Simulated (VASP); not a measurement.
Input of a VASP 6.6.1 run:

INCAR

```
SYSTEM = P
  ALGO = Fast
  EDIFF = 1E-6
  ENCUT = 520
  GGA = PS
  ISIF = 2
  ISMEAR = 0
  LASPH = .True.
  LCHARG = .True.
  LELF = .True.
  LREAL = .False.
  LVHAR = .True.
  LWAVE = .False.
  NBANDS = 8
  NELM = 100
  PREC = Accurate
  SIGMA = 0.15
```

File KPOINTS:

```
k-points
0
Gamma
  12 12 12
  0 0 0
```

Contents of POSCAR:

```
P
1.0
    4.1660822360      0.0000000000      0.0000000000
    0.0000000000      4.1660822360      0.0000000000
    0.0000000000      0.0000000000      4.3780000000
P
1
Direct
    0.0000000000      0.0000000000      0.0000000000
```

Potentials or basis: VASP PAW PBE potentials, release 64 (P).

The run is started by

```bash
$ cat potpaw_PBE.64/P/POTCAR > POTCAR
$ mpirun -np 1 vasp_std > vasp.out
```

**Question.** Estimate the pressure.

**Answer.** -4.3 GPa.

**Question.** What does it give for the band gap on the k mesh?

**Answer.** None (metal or under the smearing width).

Stress tensor (GPa, compression positive):
```
-4.63  0.00  0.00
 0.00 -4.63  0.00
 0.00  0.00 -3.71
```

Caveat: the PAW data sets were made with another functional, which shifts forces and pressure a little.
